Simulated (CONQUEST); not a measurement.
AlN:

```
CELL_PARAMETERS angstrom
3.08863 0.00000 0.00000
0.00000 3.08863 0.00000
0.00000 0.00000 4.36799
ATOMIC_POSITIONS crystal
Al 0.00000 0.00000 0.00000
Al 0.50000 0.50000 0.50000
N 0.00000 0.50000 0.75000
N 0.50000 0.00000 0.25000
```

Measurements of this composition are mostly on another form, of space group No. 186.

Program: CONQUEST 1.3. Alike in all runs: task single point; level PBE; no spin polarisation; cell as given; smearing fermi-dirac 0.05 eV.

Question: Order these runs on this cell by their band gap on the k mesh, lowest first.
A. potentials or basis PseudoDojo NC PBE, SZP, grid cutoff 150 Ha; k mesh 5 × 5 × 4
B. potentials or basis PseudoDojo NC PBE, SZ, grid cutoff 150 Ha; k mesh 9 × 9 × 6
C. potentials or basis PseudoDojo NC PBE, DZ, grid cutoff 150 Ha; k mesh 9 × 9 × 6

Answer: A (3.32 eV), C (3.62 eV), B (3.99 eV).

Caveats: the atomic basis is small; the basis of atomic orbitals isn't converged, which shifts pressures, moduli and gaps; the real-space grid breaks the cell's symmetry a little; an odd mesh through Γ misses points on the zone boundary, where band edges often lie (some runs); the box holds several primitive cells, so bands are folded and the points are those of the box's own zone (some runs).
